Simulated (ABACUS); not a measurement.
# AlN (F-43m) in ABACUS: equation of state, part 2 of 2

ABACUS 3.10.1. Earlier steps stand in the parts before.

### 6 Equation of state, PBEsol, 10.63 Å³/atom (volume scaled by 1.02)

Input file INPUT:

```
INPUT_PARAMETERS
suffix              AlN
calculation         scf
basis_type          pw
pseudo_dir          ./
symmetry            1
dft_functional      pbesol
ecutwfc             84
pseudo_rcut         7
nspin               1
nbands              8
ks_solver           dav
smearing_method     fd
smearing_sigma      0.00367493
scf_thr             1e-08
scf_nmax            100
mixing_type         broyden
mixing_beta         0.7
cal_force           1
cal_stress          1
kpar                4
```

Input file STRU:

```
ATOMIC_SPECIES
Al 26.9815 Al.upf
N 14.0070 N.upf

LATTICE_CONSTANT
1.8897261246

LATTICE_VECTORS
0.0000000000 2.1984575146 2.1984575146
2.1984575146 0.0000000000 2.1984575146
2.1984575146 2.1984575146 0.0000000000

ATOMIC_POSITIONS
Direct

Al
0.0
1
0.0000000000 0.0000000000 0.0000000000 1 1 1

N
0.0
1
0.2500000000 0.2500000000 0.2500000000 1 1 1
```

Input file KPT:

```
K_POINTS
0
Gamma
10 10 10 0 0 0
```

Potentials or basis: PseudoDojo NC SR 0.4.1 PBEsol standard, plane waves.

Command:

```sh
$ OMP_NUM_THREADS=1 mpirun -np 4 abacus > log
```

running log:

```text
ABACUS v3.10.1

               Atomic-orbital Based Ab-initio Computation at UStc

 ------------------------------------------------------------------------------------

 READING GENERAL INFORMATION
                           global_out_dir = OUT.AlN/
                           global_in_card = INPUT
                               pseudo_dir = ./
                              orbital_dir =
                                    DSIZE = 4
                                    GSIZE = 1

 READING UNITCELL INFORMATION
                                    ntype = 2
                  lattice constant (Bohr) = 1.88973
              lattice constant (Angstrom) = 1

 READING ATOM TYPE 1
                               atom label = Al
                      L=0, number of zeta = 1
                      L=1, number of zeta = 1
                      L=2, number of zeta = 1
             number of atom for this type = 1

 READING ATOM TYPE 2
                               atom label = N
                      L=0, number of zeta = 1
                      L=1, number of zeta = 1
                      L=2, number of zeta = 1
             number of atom for this type = 1

                        TOTAL ATOM NUMBER = 2
DIRECT COORDINATES
    atom                   x                   y                   z     mag                  vx                  vy                  vz
taud_Al1            0.0000000000        0.0000000000        0.0000000000  0.0000        0.0000000000        0.0000000000        0.0000000000
taud_N1            0.2500000000        0.2500000000        0.2500000000  0.0000        0.0000000000        0.0000000000        0.0000000000

                          Volume (Bohr^3) = 143.41
                             Volume (A^3) = 21.2512

 Lattice vectors: (Cartesian coordinate: in unit of a_0)
                   +0            +2.19846            +2.19846
             +2.19846                  +0            +2.19846
             +2.19846            +2.19846                  +0
 Reciprocal vectors: (Cartesian coordinate: in unit of 2 pi/a_0)
            -0.227432           +0.227432           +0.227432
            +0.227432           -0.227432           +0.227432
            +0.227432           +0.227432           -0.227432
 The esolver type has been set to : ksdft_pw

                PAO radial cut off (Bohr) = 7

 Read in pseudopotential file is Al.upf
                     pseudopotential type = NC
          exchange-correlation functional = PBESOL
                 nonlocal core correction = 1
                        valence electrons = 3
                                     lmax = 2
                           number of zeta = 2
                     number of projectors = 6
                           L of projector = 0
[... 5 lines left out ...]
                PAO radial cut off (Bohr) = 7

 Read in pseudopotential file is N.upf
                     pseudopotential type = NC
          exchange-correlation functional = PBESOL
                 nonlocal core correction = 1
                        valence electrons = 5
                                     lmax = 1
                           number of zeta = 2
                     number of projectors = 4
                           L of projector = 0
                           L of projector = 0
                           L of projector = 1
                           L of projector = 1
     initial pseudo atomic orbital number = 8

 SETUP THE ELECTRONS NUMBER
            electron number of element Al = 3
      total electron number of element Al = 3
             electron number of element N = 5
       total electron number of element N = 5
            AUTOSET number of electrons:  = 8
                           occupied bands = 4
                                   NBANDS = 8
                                   NLOCAL = 18

 SETUP THE PLANE WAVE BASIS
 energy cutoff for charge/potential (unit:Ry) = 336
            fft grid for charge/potential = [ 36, 36, 36 ]
                        fft grid division = [ 1, 1, 1 ]
[... 116 lines left out ...]
      29  0.50000000  0.50000000  0.10000000  0.0240      45
      30 -0.20000000  0.40000000  0.40000000  0.0120      46
[... 17 further k points ...]

                               nkstot now = 47
[... K-POINTS DIRECT COORDINATES: 47 rows ...]

           k-point number in this process = 12
       minimum distributed K point number = 11
[... stars of the k points ...]

[... K-POINTS CARTESIAN COORDINATES: 12 rows ...]

[... K-POINTS DIRECT COORDINATES: 12 rows ...]

 SETUP PLANE WAVES FOR WAVE FUNCTIONS
     energy cutoff for wavefunc (unit:Ry) = 84
              fft grid for wave functions = [ 36, 36, 36 ]
                    number of plane waves = 2277
                         number of sticks = 235

 PARALLEL PW FOR WAVE FUNCTIONS
     PROC   COLUMNS(POT)             PW
        1            235           2277
 --------------- sum -------------------
        1            235           2277

 SETUP NONLOCAL PSEUDOPOTENTIALS IN PLANE WAVE BASIS
 Al non-local projectors:
 projector 1 L=0
 projector 2 L=0
 projector 3 L=1
 projector 4 L=1
 projector 5 L=2
 projector 6 L=2
 N non-local projectors:
 projector 1 L=0
 projector 2 L=0
 projector 3 L=1
 projector 4 L=1
      TOTAL NUMBER OF NONLOCAL PROJECTORS = 26

 Init Non-Local PseudoPotential table :
 Init Non-Local-Pseudopotential done.

                                     npwx = 1892

 Make real space PAO into reciprocal space.
       max mesh points in Pseudopotential = 701
     dq(describe PAO in reciprocal space) = 0.01
                                    max q = 1104

 number of pseudo atomic orbitals for Al is 2
WARNING: norm of atomic wavefunction # 1 of atomic type Al is 0.99922, renormalized
WARNING: norm of atomic wavefunction # 2 of atomic type Al is 0.98516, renormalized

 number of pseudo atomic orbitals for N is 2
WARNING: norm of atomic wavefunction # 2 of atomic type N is 0.999902, renormalized

 -------------------------------------------
 SELF-CONSISTENT
 -------------------------------------------
                                 init_chg = atomic

 PW ALGORITHM --------------- ION=   1  ELEC=   1--------------------------------

 Density error is 0.559410098022
                          Error Threshold = 0.01
----------------------------------------------------------
     Energy           Rydberg                 eV
----------------------------------------------------------
 E_KohnSham     -25.3187920618       -344.4798385180
 E_Harris       -22.9974421956       -312.8962532865
 E_Fermi        0.3927336173         5.3434149918
----------------------------------------------------------
[... 75 lines left out ...]
 Density error is 6.54037494498e-10
                          Error Threshold = 3.26659636575e-09
----------------------------------------------------------
     Energy           Rydberg                 eV
----------------------------------------------------------
 E_KohnSham     -25.5265145069       -347.3060473737
 E_KS(sigma->0) -25.5265145069       -347.3060473737
 E_Harris       -25.5265633714       -347.3067122098
 E_band         0.9613209222         13.0794421482
 E_one_elec     -1.0882480066        -14.8063737267
 E_Hartree      5.6035190767         76.2397882949
 E_xc           -8.3852513004        -114.0871968478
 E_Ewald        -21.6565342766       -294.6522650942
 E_entropy(-TS) -0.0000000000        -0.0000000000
 E_descf        0.0000000000         0.0000000000
 E_exx          0.0000000000         0.0000000000
 E_Fermi        0.6471216737         8.8045420618
----------------------------------------------------------

 charge density convergence is achieved
 final etot is -347.30604737 eV
 EFERMI = 8.8045420618 eV

 STATE ENERGY(eV) AND OCCUPATIONS    NSPIN == 1
 1/12 kpoint (Cartesian) = 0.0000 0.0000 0.0000 (1837 pws)
       1       -8.17997     0.00200000
       2        6.65856     0.00200000
       3        6.65856     0.00200000
       4        6.65856     0.00200000
       5        10.6044    4.65437e-19
       6        18.9376        0.00000
       7        18.9376        0.00000
       8        18.9376        0.00000
[... 41 lines left out ...]
 6/12 kpoint (Cartesian) = 0.11372 0.11372 0.11372 (1892 pws)
       1       -6.15170     0.00800000
       2       0.819066     0.00800000
       3        6.17576     0.00800000
       4        6.17576     0.00800000
       5        13.7642    6.66597e-46
       6        16.2688    1.17198e-67
       7        17.5824    4.56314e-79
       8        17.5824    4.56314e-79

[... levels at 6 further k points ...]

------------------------------------------------------------------------------------------
 TOTAL-FORCE (eV/Angstrom)
------------------------------------------------------------------------------------------
                       Al1         0.0000000000         0.0000000000         0.0000000000
                        N1         0.0000000000         0.0000000000         0.0000000000
------------------------------------------------------------------------------------------

----------------------------------------------------------------
 TOTAL-STRESS (KBAR)
----------------------------------------------------------------
       -26.9788693229         0.0000000000        -0.0000000000
         0.0000000000       -26.9788693229        -0.0000000000
         0.0000000000        -0.0000000000       -26.9788693229
----------------------------------------------------------------
 TOTAL-PRESSURE: -26.978869 KBAR

 --------------------------------------------
 !FINAL_ETOT_IS -347.3060473737065195 eV
 --------------------------------------------
```

Run time: 1.7 s. Hardware: 4 MPI ranks of AMD EPYC 9R45 (Zen 5), shared host; peak memory 0.28 GiB.

What came out:

```
Free energy            : -347.3060 eV
Pressure               : -2.7 GPa
Band gap on the k mesh : 3.18 eV, indirect (least direct gap 3.95 eV)
```

### 7 Equation of state, PBEsol, 10.83 Å³/atom (volume scaled by 1.04)

INPUT is that of step 6.

STRU, as its differences from that of step 6:

```diff
@@ -8,5 +8,5 @@
 LATTICE_VECTORS
-0.0000000000 2.1984575146 2.1984575146
-2.1984575146 0.0000000000 2.1984575146
-2.1984575146 2.1984575146 0.0000000000
+0.0000000000 2.2127336128 2.2127336128
+2.2127336128 0.0000000000 2.2127336128
+2.2127336128 2.2127336128 0.0000000000
```

KPT is that of step 6.

Command:

```sh
$ OMP_NUM_THREADS=1 mpirun -np 4 abacus > log
```

It took 1.7 s on 4 MPI ranks of AMD EPYC 9R45 (Zen 5), shared host; peak memory 0.28 GiB.

The run converged. Its results:

```yaml
Free_energy: -347.2944 eV
Pressure: -6.3 GPa
Band_gap_on_the_k_mesh: 3.17 eV, indirect (least direct gap 3.78 eV)
```

### 8 Equation of state, PBEsol, 11.04 Å³/atom (volume scaled by 1.06)

INPUT is that of step 7.

STRU, as its differences from that of step 7:

```diff
@@ -8,5 +8,5 @@
 LATTICE_VECTORS
-0.0000000000 2.2127336128 2.2127336128
-2.2127336128 0.0000000000 2.2127336128
-2.2127336128 2.2127336128 0.0000000000
+0.0000000000 2.2268278375 2.2268278375
+2.2268278375 0.0000000000 2.2268278375
+2.2268278375 2.2268278375 0.0000000000
```

KPT is that of step 7.

Command:

```sh
$ OMP_NUM_THREADS=1 mpirun -np 4 abacus > log
```

Run time: 1.7 s. Hardware: 4 MPI ranks of AMD EPYC 9R45 (Zen 5), shared host; peak memory 0.28 GiB.

It converged, with:

* Free energy: -347.2739 eV
* Pressure: -9.5 GPa
* Band gap on the k mesh: 3.16 eV, indirect (least direct gap 3.62 eV)

### 9 Equation of state, PBEsol

Potentials or basis: PseudoDojo NC SR 0.4.1 PBEsol standard, plane waves.

This step only gathers the single runs of the series.

What came out:

* Equilibrium volume: 10.48 Å³/atom
* Bulk modulus: 201 GPa
* Pressure derivative of the bulk modulus: 3.9

Energy against volume, from the lowest point:
| volume (Å³/atom) | energy (meV/atom) |
| --- | --- |
| 9.792 | 31.40 |
| 10.001 | 14.63 |
| 10.209 | 4.36 |
| 10.417 | 0.00 |
| 10.626 | 0.99 |
| 10.834 | 6.83 |
| 11.042 | 17.08 |
